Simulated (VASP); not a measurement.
An input for Ansatz (written as the equivalent of a VASP run, and not itself run):

Ansatz 0.2 input:
```yaml
crystal:
  lattice:
    - [3.4006210, 0.0000000, 0.0000000]
    - [-1.7003110, 2.9450240, 0.0000000]
    - [0.0000000, 0.0000000, 11.1327620]
  atoms:
    - { symbol: In, position: [0.0000000, 0.0000000, 0.0000000] }
    - { symbol: In, position: [0.0000000, 0.0000000, 0.5000000] }
    - { symbol: In, position: [0.6666670, 0.3333330, 0.7501800] }
    - { symbol: In, position: [0.3333330, 0.6666670, 0.2501800] }
    - { symbol: N, position: [0.0000000, 0.0000000, 0.8121600] }
    - { symbol: N, position: [0.0000000, 0.0000000, 0.3121600] }
    - { symbol: N, position: [0.6666670, 0.3333330, 0.5632900] }
    - { symbol: N, position: [0.3333330, 0.6666670, 0.0632900] }
kpoints:
  mp_grid: { grid: [9, 9, 3] }
hamiltonian:
  xc: pbe
  pseudopotentials: { kind: paw }
scf:
  occupations: { method: fermi_dirac, width: 0.1 }
  max_iter: 100
output: { forces: true, stress: true, eigenvalues: true }
```

Q: Write the VASP files for the same calculation (PBE).

A: This is not unique; one that fits is 
File POSCAR:
```
InN
1
    3.4006210000     0.0000000000     0.0000000000
   -1.7003110000     2.9450240000     0.0000000000
    0.0000000000     0.0000000000    11.1327620000
In N
4 4
Direct
  0.0000000000   0.0000000000   0.0000000000
  0.0000000000   0.0000000000   0.5000000000
  0.6666670000   0.3333330000   0.7501800000
  0.3333330000   0.6666670000   0.2501800000
  0.0000000000   0.0000000000   0.8121600000
  0.0000000000   0.0000000000   0.3121600000
  0.6666670000   0.3333330000   0.5632900000
  0.3333330000   0.6666670000   0.0632900000
```

**KPOINTS**
```
Automatic
0
gamma
  9 9 3
```

### INCAR
```
SYSTEM = InN
PREC = Accurate
ENCUT = 400
EDIFF = 1E-6
NELM = 100
ALGO = Normal
LREAL = .FALSE.
LASPH = .TRUE.
ISMEAR = -1
SIGMA = 0.1
GGA = PE
LMAXMIX = 4
LWAVE = .FALSE.
LCHARG = .FALSE.
ISIF = 2
```

POTCAR, in this order: In_d N (PBE.64 set). Program: vasp_std.

The two are equivalent in intent, not identical: each code has its own PAW files, so the cut-off isn't converted (ENCUT is set for VASP's; basis.ecutwfc is left out, and Ansatz then takes the one that its files recommend); Ansatz stops its SCF on the density residual and VASP on the energy change (EDIFF).

The structure was generated: InN was put into an ordered model structure, which need not be its known phase. The cell was not relaxed at this level.
